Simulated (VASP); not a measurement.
Here is a VASP 6.6.1 calculation.

Contents of INCAR:

```
  PREC = Accurate
  ENCUT = 520
  EDIFF = 1E-7
  ISMEAR = 0
  SIGMA = 0.012
  LREAL = False
  LASPH = True
  NELM = 80
  ALGO = Normal
  ISIF = 2
  LWAVE = False
  LCHARG = False
  GGA = PE
```

Contents of KPOINTS:

```
regular mesh
0
Gamma
  12 12 12
```

File POSCAR:

```
BN
1.0
    1.2511217832      0.7223354983      3.3729344033
   -1.2511217832      0.7223354983      3.3729344033
    0.0000000000     -1.4446709966      3.3729344033
N B
1 1
Direct
    0.6672382000      0.6672382000      0.6672382000
    0.0003288000      0.0003288000      0.0003288000
```

Potentials or basis: VASP PAW PBE potentials, release 64 (N, B).

Run with:

```bash
$ cat potpaw_PBE.64/N/POTCAR potpaw_PBE.64/B/POTCAR > POTCAR
$ mpirun -np 1 vasp_std > vasp.out
```

**Question.** Estimate the pressure.

**Answer.** 3.6 GPa.

**Question.** Predict the band gap on the k mesh.

**Answer.** 4.28 eV, indirect (least direct gap 4.70 eV).

Stress tensor (GPa, compression positive):
```
4.33 0.00 0.00
0.00 4.33 0.00
0.00 0.00 2.22
```

A k mesh can miss the band edges. PBE gaps usually lie below the measured ones, often by a third to a half.
